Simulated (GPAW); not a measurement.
# CdSe (Cadmoselite) (P6_3mc) in GPAW: notebook

Aim: see how the results for CdSe (Cadmoselite) move with the level of theory and the settings. Levels: PBE, optPBE-vdW, M06-L. Tasks: band structure, equation of state.

Program: GPAW 26.7.0. These are calculated values, not measurements. Logs are shortened: lines on timing, memory, paths and dates and some standing lists are left out, and cuts for length are marked. The log counts tension as positive stress, the text compression.

**What was measured.**

From a printed reference work, data compilation, for a bulk crystal of CdSe at 2 K: band gap 1.841 eV.

The runs below are set against these values where they give the same quantity.

**1. The structure**

It takes space group P6_3mc (No. 186, hexagonal). Conventional cell: a = 4.300 Å, b = 4.300 Å, c = 7.020 Å, α = 90.00°, β = 90.00°, γ = 120.00°. Cd (site symmetry 3m) has 4 Se at 2.61 to 2.70 Å as nearest neighbours. Se (site symmetry 3m) is surrounded by 4 Cd at 2.61 to 2.70 Å.

**2. Band structure, PBE**

run.py reads:

```python
from ase.dft.bandgap import bandgap
from ase.io import read, write
from ase.units import GPa
from gpaw import GPAW, PW, setup_paths

setup_paths.insert(0, '.')

atoms = read('CdSe.xyz')

calc = GPAW(mode=PW(600),
            xc='PBE',
            kpts={'size': (5, 5, 3), 'gamma': True},
            occupations={'name': 'fermi-dirac', 'width': 0.05},
            nbands=31,
            convergence={'density': 1e-05, 'energy': 1e-05},
            maxiter=150,
            txt='gpaw.txt')
atoms.calc = calc
energy = atoms.get_potential_energy()
forces = atoms.get_forces()
stress = atoms.get_stress()
calc.write('gs.gpw')
write('result.traj', atoms)
print(f'Energy: {energy:.6f} eV')
print('Forces (eV/A):')
print(forces.round(4))
print('Stress (GPa):', (stress / GPa).round(3))
print('Fermi level:', round(calc.get_fermi_level(), 4), 'eV')
print(f'Gap: {bandgap(calc)[0]:.4f} eV, direct: {bandgap(calc, direct=True)[0]:.4f} eV')

path = atoms.cell.bandpath('GMKGALHA,LM,KH', npoints=100, eps=1e-4)
bs_calc = calc.fixed_density(kpts=path, symmetry='off', nbands=52,
                             convergence={'bands': 'CBM+6.0', 'eigenstates': 1e-6}, txt='bands.txt')
bs = bs_calc.band_structure()
bs.write('bs.json')
print(f'Gap on the path: {bandgap(bs_calc)[0]:.4f} eV')
```

CdSe.xyz reads:

```xyz
4
Lattice="4.3000000000 0.0000000000 0.0000000000 -2.1500000000 3.7239092363 0.0000000000 0.0000000000 0.0000000000 7.0200000000" Properties=species:S:1:pos:R:3 pbc="T T T"
Cd     2.1500000002      1.2413030786      3.5100000000
Cd    -0.0000000002      2.4826061577      0.0000000000
Se     2.1500000002      1.2413030786      6.2127000000
Se    -0.0000000002      2.4826061577      2.7027000000
```

Potentials or basis: PAW data sets generated in the run's folder for this functional, pw.

The run is started by

```console
gpaw-setup -f PBE Cd Se
OMP_NUM_THREADS=1 python run.py
```

gpaw.txt:

```text
__  _  _
 | _ |_)|_||  |
 |__||  | ||/\| - 26.7.0

Input parameters:
  mode=PW(ecut=600.0),
  convergence={'density': 1e-05, 'energy': 1e-05},
  kpts=MonkhorstPack(size=(5, 5, 3), gamma=True),
  maxiter=150,
  nbands=31,
  occupations=Occupations(name='fermi-dirac', width=0.05),
  xc=XC(name='PBE')

Diagonalizing LCAO Hamiltonian
Converting LCAO to pw mode

            Se

        Se  Cd

        Cd

Atoms  # Å, Bohr magnetons
|   | symbol |         x |        y |        z |    initial magnetic moments |
|---|--------|-----------|----------|----------|-----------------------------|
| 0 |     Cd |  2.150000 | 1.241303 | 3.510000 | ( 0.0000,  0.0000,  0.0000) |
| 1 |     Cd | -0.000000 | 2.482606 | 0.000000 | ( 0.0000,  0.0000,  0.0000) |
| 2 |     Se |  2.150000 | 1.241303 | 6.212700 | ( 0.0000,  0.0000,  0.0000) |
| 3 |     Se | -0.000000 | 2.482606 | 2.702700 | ( 0.0000,  0.0000,  0.0000) |

Unit cell  # Å
| periodic |         x |        y |        z |  lengths |     angles |
|----------|-----------|----------|----------|----------|------------|
|      yes |  4.300000 | 0.000000 | 0.000000 | 4.300000 |  90.000000 |
|      yes | -2.150000 | 3.723909 | 0.000000 | 4.300000 |  90.000000 |
|      yes |  0.000000 | 0.000000 | 7.020000 | 7.020000 | 120.000000 |

Number of symmetries: 6
Symmetry operations  # r_c * U_cc + t_c -> r_c
|   | kind |            matrix            |
|---|------|------------------------------|
| 0 |  σ   |  1, 1, 0,  0,-1, 0,  0, 0, 1 |
| 1 |  E   |  1, 0, 0,  0, 1, 0,  0, 0, 1 |
| 2 |  C3  |  0, 1, 0, -1,-1, 0,  0, 0, 1 |
| 3 |  σ   |  0,-1, 0, -1, 0, 0,  0, 0, 1 |
| 4 |  σ   | -1, 0, 0,  1, 1, 0,  0, 0, 1 |
| 5 |  C3  | -1,-1, 0,  1, 0, 0,  0, 0, 1 |

BZ-sampling:
  Number of BZ points: 75
  Number of IBZ points: 12

  Monkhorst-Pack size: [5, 5, 3]
  Monkhorst-Pack shift: [0, 0, 0]

K-points  # in reciprocal-cell coordinates
|     |                                coordinates |     weight |
|-----|--------------------------------------------|------------|
|   0 | (  0.00000000,   0.00000000,   0.00000000) | 0.01333333 |
|   1 | (  0.00000000,   0.00000000,   0.33333333) | 0.02666667 |
|   2 | (  0.20000000,   0.00000000,  -0.33333333) | 0.08000000 |
|   3 | (  0.20000000,   0.00000000,   0.00000000) | 0.08000000 |
|   4 | (  0.20000000,   0.00000000,   0.33333333) | 0.08000000 |
|   5 | (  0.40000000,  -0.20000000,   0.00000000) | 0.08000000 |
|   6 | (  0.40000000,  -0.20000000,   0.33333333) | 0.16000000 |
|   7 | (  0.40000000,   0.00000000,  -0.33333333) | 0.08000000 |
|   8 | (  0.40000000,   0.00000000,   0.00000000) | 0.08000000 |
|   9 | (  0.40000000,   0.00000000,   0.33333333) | 0.08000000 |
| ... |                                            |            |
|  11 | (  0.40000000,   0.40000000,   0.33333333) | 0.16000000 |

Plane wave coefficients: 3791
Cutoff: 600.0 eV

Spin-components: 1 (collinear spins)
Bands:           31
Projectors:      22
Spin-degeneracy: 2
Datatype:        complex128

Parallelization:
  kpt:    1
  domain: 1
  band:   1

Density:
  Valence electrons: 36.0
  Components: 1
  Grid points: [25 25 40]
  Charge: 0.0  # |e|

Potential:
  Grid points: [25 25 40]

species:
  Cd:
    name:    Cadmium
    Z:       48.0
    valence: 12
    core:    36
    charge:  0.0  # [|e|]
    compensation charges:
      type: gauss
      rc: 0.38  # [Å]
      lmax: 2
    cutoffs:
      filter: 2.12  # [Å]
      core: 2.62  # [Å]
    projectors
    | kind |    occ | energy [eV] | rcut [Å] |
    |------|--------|-------------|----------|
    |   5s |  2.000 |      -5.655 |    1.191 |
    |   5p |  0.000 |      -1.186 |    1.228 |
    |   4d | 10.000 |     -11.739 |    1.164 |
    |    s |        |      21.556 |    1.191 |
    |    p |        |      26.026 |    1.228 |
    |    d |        |      15.473 |    1.164 |

    Using partial waves for Cd as LCAO basis

  Se:
    name:    Selenium
    Z:       34.0
    valence: 6
    core:    28
    charge:  0.0  # [|e|]
    compensation charges:
      type: gauss
      rc: 0.27  # [Å]
      lmax: 2
    cutoffs:
      filter: 1.77  # [Å]
      core: 2.67  # [Å]
    projectors
    | kind |    occ | energy [eV] | rcut [Å] |
    |------|--------|-------------|----------|
    |   4s |  2.000 |     -17.277 |    0.847 |
    |   4p |  4.000 |      -6.512 |    1.005 |
    |    s |        |       9.934 |    0.847 |
    |    p |        |      20.699 |    1.005 |
    |    d |        |       0.000 |    0.847 |

    Using partial waves for Se as LCAO basis

Reference energy: -436553.305295  # eV

eigensolver:
  PPCG
  Converge bands: occupied
  niter=2

density mixing:
  MSR1-Mixer
  Pratt-step length: 0.05
  Maximum mixing coefficient: 0.75
  Old densities: 10
  SVD Regularization: 0.005
  Good broyden scale: 1.0
  Trust region scale: 1.0
  Backstep threshold: 4.0
  History deletion threshold: 6.0
  Fourier metric: weight=20.0, sigma=0.015

occupation numbers:
  Fermi-Dirac:
    width: 0.0500  # eV

poisson solver:
  ecut: 4800.0  # eV

xc functional:
  name: PBE with 2 nearest neighbor stencil

convergence criteria:
- Maximum integral of absolute [dens]ity change: 1e-05 electrons / valence electron
- Maximum [total energy] change in last 3 cyles: 1e-05 eV / valence electron
- Maximum integral of absolute [eigenst]ate change: 4e-08 eV^2 / valence electron
maximum number of iterations: 150

SCF iterations
|iter     | |      energy | eigst |  dens |
|---------|-|-------------|-------|-------|
|iter:   1| |  -12.000756 | -0.56 |       |
|iter:   2| |  -11.847980 | -2.50 | -1.17 |
|iter:   3| |  -11.297595 | -1.50 | -1.22 |
|iter:   4| |  -11.295376 | -3.29 | -1.79 |
|iter:   5| |  -11.294785 | -3.75 | -2.24 |
|iter:   6| |  -11.294857 | -5.16 | -2.93 |
|iter:   7| |  -11.294865c| -6.34 | -3.52 |
|iter:   8| |  -11.294864c| -7.07 | -4.08 |
|iter:   9| |  -11.294865c| -7.86c| -4.82 |
|iter:  10| |  -11.294865c| -8.15c| -5.27c|

Converged in 10 steps
Energy contributions relative to reference atoms: (reference = -436553.305295)

Energy contributions:
  Kinetic:          41.289411
  Coulomb:         -37.130084
  Zero:              0.100159
  External:          0.000000
  Xc:              -15.554332
  Entropy:          -0.000036
  Spinorbit:         0.000000
  ----------------------------
  Free energy:     -11.294882
  Extrapolated:    -11.294865

dipole moment: (0.000005, 0.000010, -18.329081)  # |e|*Ang

Fermi level: 4.008
Eigenvalues  # (at kpt = [0.000, 0.000, 0.000])
| band index |      eig [eV] | occ [0-2] |
|------------|---------------|-----------|
|          0 |        -8.962 |     2.000 |
|        ... |               |           |
|         10 |        -3.835 |     2.000 |
|         11 |        -3.553 |     2.000 |
|         12 |        -0.617 |     2.000 |
|         13 |         2.911 |     2.000 |
|         14 |         2.911 |     2.000 |
|         15 |         3.621 |     1.999 |
[... 8 lines left out ...]
|         24 |        10.606 |     0.000 |
|         25 |        11.335 |     0.000 |
|        ... |               |           |
|         30 |        14.640 |     0.000 |

Gap: 0.693 eV
Transition (v -> c):
  (s=0, k=0, n=17, [0.00, 0.00, 0.00]) -> (s=0, k=0, n=18, [0.00, 0.00, 0.00])
No difference between direct/indirect transitions

Forces  # eV/Ang
|        x |        y |        z |
|----------|----------|----------|
|  0.00000 | -0.00000 |  0.28459 |  # Cd   0
| -0.00000 | -0.00000 |  0.28493 |  # Cd   1
| -0.00000 |  0.00000 | -0.28481 |  # Se   2
|  0.00000 |  0.00000 | -0.28474 |  # Se   3

Stress tensor  # eV/Ang^3
|         x |         y |         z |
|-----------|-----------|-----------|
| -0.021888 |  0.000000 |  0.000000 |
|  0.000000 | -0.021888 | -0.000000 |
|  0.000000 | -0.000000 | -0.009035 |

# Writing to gs.gpw (mode='')
```

stdout:

```text
Energy: -11.294865 eV
Forces (eV/A):
[[ 0.     -0.      0.2846]
 [-0.     -0.      0.2849]
 [-0.      0.     -0.2848]
 [ 0.      0.     -0.2847]]
Stress (GPa): [-3.507 -3.507 -1.448 -0.     0.     0.   ]
Fermi level: 4.0078 eV
Gap: 0.6935 eV, direct: 0.6935 eV
Gap on the path: 0.6935 eV
```

It took 5.7 min on 1 thread of Arm Neoverse N1, shared host; peak memory 0.63 GiB.

What came out:

```
Free energy             : -11.2949 eV
Pressure                : 2.8 GPa
Largest force           : 0.285 eV/Å
Band gap on the k mesh  : 0.69 eV, direct
Band gap along the path : 0.69 eV, direct
```

Forces on the atoms (eV/Å):
```
Cd   0.000  0.000  0.285
Cd   0.000  0.000  0.285
Se   0.000  0.000 -0.285
Se   0.000  0.000 -0.285
```

Levels at the corners of the path, in eV from the valence-band top:
```
point  band 14  band 15  band 16  band 17  band 18  band 19  band 20  band 21  band 22  band 23
    Γ    -0.72    -0.72    -0.01     0.00     0.00     0.69     2.11     5.86     5.86     6.11
    M    -3.73    -2.58    -1.87    -1.25    -0.84     3.22     3.30     4.80     6.13     6.64
    K    -3.86    -3.08    -1.80    -1.80    -1.79     4.39     4.79     4.79     7.04     7.04
    Γ    -0.72    -0.72    -0.01     0.00     0.00     0.69     2.11     5.86     5.86     6.11
    A    -2.57    -0.38    -0.38    -0.38    -0.38     2.32     2.32     5.80     5.80     6.24
    L    -4.25    -1.39    -1.39    -1.30    -1.30     2.98     2.98     4.78     4.78     7.75
    H    -4.14    -2.50    -2.50    -1.07    -1.07     3.79     3.79     5.91     5.91     6.20
    A    -2.57    -0.38    -0.38    -0.38    -0.38     2.32     2.32     5.80     5.80     6.24
    L    -4.25    -1.39    -1.39    -1.30    -1.30     2.98     2.98     4.78     4.78     7.75
    M    -3.73    -2.58    -1.87    -1.25    -0.84     3.22     3.30     4.80     6.13     6.64
    K    -3.86    -3.08    -1.80    -1.80    -1.79     4.39     4.79     4.79     7.04     7.04
    H    -4.14    -2.50    -2.50    -1.07    -1.07     3.79     3.79     5.91     5.91     6.20
```

**3. Equation of state, optPBE-vdW**

run.py reads:

```python
from ase.eos import EquationOfState
from ase.io import Trajectory, read
from ase.units import GPa
from gpaw import GPAW, PW

atoms = read('POSCAR')

traj = Trajectory('eos.traj', 'w')
volumes, energies = [], []
for x in [0.94, 0.96, 0.98, 1.0, 1.02, 1.04, 1.06]:
    a = atoms.copy()
    a.set_cell(atoms.cell * x**(1 / 3), scale_atoms=True)
    calc = GPAW(mode=PW(600),
                xc={'name': 'optPBE-vdW', 'backend': 'libvdwxc'},
                kpts={'size': (5, 5, 3), 'gamma': True},
                occupations={'name': 'fermi-dirac', 'width': 0.05},
                nbands=31,
                convergence={'density': 1e-05, 'energy': 1e-05},
                maxiter=150,
                txt=f'eos-{x:.2f}.txt')
    a.calc = calc
    energies.append(a.get_potential_energy(force_consistent=True))
    volumes.append(a.get_volume())
    calc.write(f'eos-{x:.2f}.gpw')
    traj.write(a)
    print(f'{x:.2f} {volumes[-1]:10.4f} A^3 {energies[-1]:14.6f} eV', flush=True)

v0, e0, B = EquationOfState(volumes, energies, eos='birchmurnaghan').fit()
print(f'V0 = {v0:.4f} A^3, E0 = {e0:.6f} eV, B0 = {B / GPa:.2f} GPa')
```

POSCAR reads:

```
CdSe
1.0
    4.3000000000      0.0000000000      0.0000000000
   -2.1500000000      3.7239092363      0.0000000000
    0.0000000000      0.0000000000      7.0200000000
Cd Se
2 2
Direct
    0.6666666667      0.3333333333      0.5000000000
    0.3333333333      0.6666666667      0.0000000000
    0.6666666667      0.3333333333      0.8850000000
    0.3333333333      0.6666666667      0.3850000000
```

Potentials or basis: GPAW PAW data sets (gpaw-data 1.2.1), pw.

The run is started by

```console
OMP_NUM_THREADS=1 python run.py
```

Run time: 2.9 min. Hardware: 1 thread of Arm Neoverse V1, shared host; peak memory 0.42 GiB.

The run converged. Its results:

| Quantity | Value |
| --- | --- |
| Equilibrium volume | 30.41 Å³/atom (rough: see the caveat) |
| Bulk modulus at fixed shape and positions | 42 GPa (rough) |

Energy against volume, from the lowest point:
```tsv
volume (Å³/atom)	energy (meV/atom)
26.416	89.23
26.978	62.72
27.540	41.45
28.102	25.09
28.665	13.05
29.227	4.78
29.789	0.00
```

Caveat: the minimum lies outside the volumes run; the cell was scaled at fixed shape and fractional positions, which overstates the stiffness of a crystal with free parameters, most of all of layers and chains; the PAW data sets were made with another functional, which shifts forces and pressure a little.

(Part 1 of 2 ends here.)
